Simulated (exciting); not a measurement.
# Cd (R-3m) in exciting: a series of runs, part 2 of 2

exciting (release sodium). The steps go on from the part before.

## (3) Band structure, RPBE, spin-orbit coupling, no magnetisation (cell strained at random at fixed volume)

run_exciting.py

```python
import subprocess
import xml.etree.ElementTree as ET
from ase.io import read
from ase.units import Bohr

atoms = read("Cd.cif")
rmt = {'Cd': 2.3}  # bohr
tasks = """
<groundstate do="fromscratch" ngridk="6 6 6" rgkmax="8" gmaxvr="14" lmaxapw="10" lmaxmat="10" lmaxvr="8" stype="Fermi Dirac" swidth="0.00183747" nempty="16" ValenceRelativity="none" epsengy="1e-05" epspot="1e-05" maxscl="60" outputlevel="normal" lmaxinr="1">
  <libxc exchange="XC_GGA_X_RPBE" correlation="XC_GGA_C_PBE"/>
  <spin spinorb="true"/>
</groundstate>
<properties>
  <bandstructure>
    <plot1d>
      <path steps="60">
        <point coord="-0.5 0 0" label="X"/>
        <point coord="0 0 0" label="G"/>
        <point coord="0 0 -0.5" label="Y" breakafter="true"/>
        <point coord="-0.5 0 -0.5" label="L"/>
        <point coord="0 0 0" label="G"/>
        <point coord="0 -0.5 0" label="Z" breakafter="true"/>
        <point coord="-0.5 -0.5 0" label="N"/>
        <point coord="0 0 0" label="G"/>
        <point coord="0 -0.5 -0.5" label="M" breakafter="true"/>
        <point coord="-0.5 -0.5 -0.5" label="R"/>
        <point coord="0 0 0" label="G"/>
      </path>
    </plot1d>
  </bandstructure>
  <chargedensityplot>
    <plot3d>
      <box grid="16 16 16">
        <origin coord="0 0 0"/>
        <point coord="1 0 0"/>
        <point coord="0 1 0"/>
        <point coord="0 0 1"/>
      </box>
    </plot3d>
  </chargedensityplot>
  <elfplot>
    <plot3d>
      <box grid="16 16 16">
        <origin coord="0 0 0"/>
        <point coord="1 0 0"/>
        <point coord="0 1 0"/>
        <point coord="0 0 1"/>
      </box>
    </plot3d>
  </elfplot>
  <exccplot>
    <plot3d>
      <box grid="16 16 16">
        <origin coord="0 0 0"/>
        <point coord="1 0 0"/>
        <point coord="0 1 0"/>
        <point coord="0 0 1"/>
      </box>
    </plot3d>
  </exccplot>
</properties>
"""

root = ET.Element("input")
ET.SubElement(root, "title").text = "Cd"
structure = ET.SubElement(root, "structure", speciespath="./", tshift="false")
crystal = ET.SubElement(structure, "crystal", scale="1.0")
for vector in atoms.cell / Bohr:
    ET.SubElement(crystal, "basevect").text = " ".join(f"{x:.12f}" for x in vector)
symbols = atoms.get_chemical_symbols()
for element in dict.fromkeys(symbols):
    species = ET.SubElement(structure, "species", speciesfile=element + ".xml", rmt=str(rmt[element]))
    for symbol, position in zip(symbols, atoms.get_scaled_positions(wrap=False)):
        if symbol == element:
            ET.SubElement(species, "atom", coord=" ".join(f"{x:.12f}" for x in position))
root.extend(ET.fromstring("<tasks>" + tasks + "</tasks>"))
ET.indent(root)
ET.ElementTree(root).write("input.xml")
subprocess.run(["exciting_smp"], check=True)
```

Cd.cif

```cif
data_Cd
_cell_length_a 3.07479862
_cell_length_b 3.04989311
_cell_length_c 3.08042265
_cell_angle_alpha 63.01878867
_cell_angle_beta 63.71160139
_cell_angle_gamma 63.31216658
_space_group_name_H-M_alt 'P1'
_space_group_name_Hall 'P 1'
_space_group_IT_number 1
loop_
_space_group_symop_operation_xyz
'x,y,z'
loop_
_atom_site_label
_atom_site_type_symbol
_atom_site_symmetry_multiplicity
_atom_site_Wyckoff_symbol
_atom_site_fract_x
_atom_site_fract_y
_atom_site_fract_z
_atom_site_occupancy
Cd1 Cd 1 a 0.0000000000 0.0000000000 0.0000000000 1
```

Potentials or basis: all-electron LAPW+lo, shipped species files, valence relativity none.

Launch:

```console
> OMP_NUM_THREADS=1 python run_exciting.py
```

Run time: 3.1 min. Hardware: 1 thread of Arm Neoverse V1, shared host; peak memory 0.12 GiB.

The run converged, but some of its settings lie outside the range that counts as converged (typed here: lmaxinr = 1; ValenceRelativity = none), so its numbers aren't taken as properties of the crystal.

Results:

- Band gap on the k mesh: none (metal or under the smearing width)
- All electrons inside the program's atomic spheres: Cd 45.93 (radii Cd 2.3 bohr)

Caveat: the k mesh is coarse (spacing up to 0.41 Å⁻¹), so the values aren't converged; total energies with spin-orbit coupling aren't reliable in this program, so none is listed and the log's shouldn't be used.

## (4) Equation of state, LDA, 20.62 Å³/atom (volume scaled by 0.94)

input.xml

```xml
<input>
  <title>Cd</title>
  <structure speciespath="./" tshift="false">
    <crystal scale="1.88972612463">
      <basevect>1.575203019200 0.909443887200 2.399287923100</basevect>
      <basevect>-1.575203019200 0.909443887200 2.399287923100</basevect>
      <basevect>0.000000000000 -1.818887774400 2.399287923100</basevect>
    </crystal>
    <species speciesfile="Cd.xml" rmt="2.3">
      <atom coord="0.000000000000 0.000000000000 0.000000000000"/>
    </species>
  </structure>
  <groundstate do="fromscratch" ngridk="10 10 10" rgkmax="9" gmaxvr="14" lmaxapw="10" lmaxmat="10" lmaxvr="8" xctype="LDA_PW" stype="Fermi Dirac" swidth="0.00183747" nempty="8" ValenceRelativity="iora*" epsengy="1e-05" epspot="1e-05" maxscl="60" outputlevel="normal"/>
</input>
```

Potentials or basis: all-electron LAPW+lo, shipped species files, valence relativity iora*.

Launch:

```console
> OMP_NUM_THREADS=1 exciting_smp
```

Wall time 39 s (1 thread of Arm Neoverse V1, shared host); peak memory 0.1 GiB.

It converged, with:

```yaml
Free_energy: -152138.9981 eV
Band_gap_on_the_k_mesh: none (metal or under the smearing width)
All_electrons_inside_the_program's_atomic_spheres: Cd 46.00 (radii Cd 2.3 bohr)
```

Caveat: the log's total energy holds no entropy term; the free energy is that total less TS from the occupations.

## (5) Equation of state, LDA, 21.06 Å³/atom (volume scaled by 0.96)

input.xml: that of step 4 with these lines changed.

```diff
@@ -4,5 +4,5 @@
     <crystal scale="1.88972612463">
-      <basevect>1.575203019200 0.909443887200 2.399287923100</basevect>
-      <basevect>-1.575203019200 0.909443887200 2.399287923100</basevect>
-      <basevect>0.000000000000 -1.818887774400 2.399287923100</basevect>
+      <basevect>1.586296363700 0.915848632600 2.416184873600</basevect>
+      <basevect>-1.586296363700 0.915848632600 2.416184873600</basevect>
+      <basevect>0.000000000000 -1.831697265300 2.416184873600</basevect>
     </crystal>
```

Launch:

```console
> OMP_NUM_THREADS=1 exciting_smp
```

Wall time 41 s (1 thread of Arm Neoverse V1, shared host); peak memory 0.1 GiB.

The run converged. Its results:

| Quantity | Value |
| --- | --- |
| Free energy | -152138.9915 eV |
| Band gap on the k mesh | none (metal or under the smearing width) |
| All electrons inside the program's atomic spheres | Cd 45.99 (radii Cd 2.3 bohr) |

Caveat: the log's total energy holds no entropy term; the free energy is that total less TS from the occupations.

## (6) Equation of state, LDA, 21.50 Å³/atom (volume scaled by 0.98)

input.xml: that of step 5 with these lines changed.

```diff
@@ -4,5 +4,5 @@
     <crystal scale="1.88972612463">
-      <basevect>1.586296363700 0.915848632600 2.416184873600</basevect>
-      <basevect>-1.586296363700 0.915848632600 2.416184873600</basevect>
-      <basevect>0.000000000000 -1.831697265300 2.416184873600</basevect>
+      <basevect>1.597236684400 0.922165029700 2.432848744200</basevect>
+      <basevect>-1.597236684400 0.922165029700 2.432848744200</basevect>
+      <basevect>0.000000000000 -1.844330059400 2.432848744200</basevect>
     </crystal>
```

Potentials or basis: all-electron LAPW+lo, shipped species files, valence relativity iora*.

Launch:

```console
> OMP_NUM_THREADS=1 exciting_smp
```

It took 41 s on 1 thread of Arm Neoverse V1, shared host; peak memory 0.1 GiB.

The run converged. Its results:

- Free energy: -152138.9816 eV
- Band gap on the k mesh: none (metal or under the smearing width)
- All electrons inside the program's atomic spheres: Cd 45.99 (radii Cd 2.3 bohr)

Caveat: the log's total energy holds no entropy term; the free energy is that total less TS from the occupations.

## (7) Equation of state, LDA, 21.94 Å³/atom

input.xml: that of step 6 with these lines changed.

```diff
@@ -4,5 +4,5 @@
     <crystal scale="1.88972612463">
-      <basevect>1.597236684400 0.922165029700 2.432848744200</basevect>
-      <basevect>-1.597236684400 0.922165029700 2.432848744200</basevect>
-      <basevect>0.000000000000 -1.844330059400 2.432848744200</basevect>
+      <basevect>1.608029151500 0.928396063500 2.449287410000</basevect>
+      <basevect>-1.608029151500 0.928396063500 2.449287410000</basevect>
+      <basevect>0.000000000000 -1.856792127000 2.449287410000</basevect>
     </crystal>
```

Launch:

```console
> OMP_NUM_THREADS=1 exciting_smp
```

Run time: 42 s. Hardware: 1 thread of Arm Neoverse V1, shared host; peak memory 0.1 GiB.

It converged, with:

```yaml
Free_energy: -152138.9697 eV
Band_gap_on_the_k_mesh: none (metal or under the smearing width)
All_electrons_inside_the_program's_atomic_spheres: Cd 45.98 (radii Cd 2.3 bohr)
```

Caveat: the log's total energy holds no entropy term; the free energy is that total less TS from the occupations.

## (8) Equation of state, LDA, 22.38 Å³/atom (volume scaled by 1.02)

input.xml: that of step 7 with these lines changed.

```diff
@@ -4,5 +4,5 @@
     <crystal scale="1.88972612463">
-      <basevect>1.608029151500 0.928396063500 2.449287410000</basevect>
-      <basevect>-1.608029151500 0.928396063500 2.449287410000</basevect>
-      <basevect>0.000000000000 -1.856792127000 2.449287410000</basevect>
+      <basevect>1.618678661500 0.934544561000 2.465508329100</basevect>
+      <basevect>-1.618678661500 0.934544561000 2.465508329100</basevect>
+      <basevect>0.000000000000 -1.869089122000 2.465508329100</basevect>
     </crystal>
```

Launch:

```console
> OMP_NUM_THREADS=1 exciting_smp
```

Wall time 43 s (1 thread of Arm Neoverse V1, shared host); peak memory 0.1 GiB.

The run converged. Its results:

- Free energy: -152138.9554 eV
- Band gap on the k mesh: none (metal or under the smearing width)
- All electrons inside the program's atomic spheres: Cd 45.97 (radii Cd 2.3 bohr)

Caveat: the log's total energy holds no entropy term; the free energy is that total less TS from the occupations.

## (9) Equation of state, LDA, 22.82 Å³/atom (volume scaled by 1.04)

input.xml: that of step 8 with these lines changed.

```diff
@@ -4,5 +4,5 @@
     <crystal scale="1.88972612463">
-      <basevect>1.618678661500 0.934544561000 2.465508329100</basevect>
-      <basevect>-1.618678661500 0.934544561000 2.465508329100</basevect>
-      <basevect>0.000000000000 -1.869089122000 2.465508329100</basevect>
+      <basevect>1.629189856500 0.940613202200 2.481518572100</basevect>
+      <basevect>-1.629189856500 0.940613202200 2.481518572100</basevect>
+      <basevect>0.000000000000 -1.881226404400 2.481518572100</basevect>
     </crystal>
```

Potentials or basis: all-electron LAPW+lo, shipped species files, valence relativity iora*.

Launch:

```console
> OMP_NUM_THREADS=1 exciting_smp
```

Run time: 44 s. Hardware: 1 thread of Arm Neoverse V1, shared host; peak memory 0.1 GiB.

It converged, with:

| Item | Value |
| --- | --- |
| Free energy | -152138.9390 eV |
| Band gap on the k mesh | none (metal or under the smearing width) |
| All electrons inside the program's atomic spheres | Cd 45.97 (radii Cd 2.3 bohr) |

Caveat: the log's total energy holds no entropy term; the free energy is that total less TS from the occupations.

## (10) Equation of state, LDA, 23.26 Å³/atom (volume scaled by 1.06)

input.xml: that of step 9 with these lines changed.

```diff
@@ -4,5 +4,5 @@
     <crystal scale="1.88972612463">
-      <basevect>1.629189856500 0.940613202200 2.481518572100</basevect>
-      <basevect>-1.629189856500 0.940613202200 2.481518572100</basevect>
-      <basevect>0.000000000000 -1.881226404400 2.481518572100</basevect>
+      <basevect>1.639567141700 0.946604530600 2.497324849000</basevect>
+      <basevect>-1.639567141700 0.946604530600 2.497324849000</basevect>
+      <basevect>0.000000000000 -1.893209061300 2.497324849000</basevect>
     </crystal>
```

Launch:

```console
> OMP_NUM_THREADS=1 exciting_smp
```

Run time: 42 s. Hardware: 1 thread of Arm Neoverse V1, shared host; peak memory 0.1 GiB.

Results (log left out):

* Free energy: -152138.9213 eV
* Band gap on the k mesh: none (metal or under the smearing width)
* All electrons inside the program's atomic spheres: Cd 45.96 (radii Cd 2.3 bohr)

Caveat: the log's total energy holds no entropy term; the free energy is that total less TS from the occupations.

## (11) Equation of state, LDA

This step only gathers the single runs of the series.

Results:

| Quantity | Value |
| --- | --- |
| Equilibrium volume | outside the volumes run |

Energy against volume, from the lowest point:
```tsv
volume (Å³/atom)	energy (meV/atom)
20.623	0.00
21.062	6.64
21.500	16.49
21.939	28.48
22.378	42.76
22.817	59.17
23.255	76.79
```

Caveat: the minimum lies outside the volumes run.
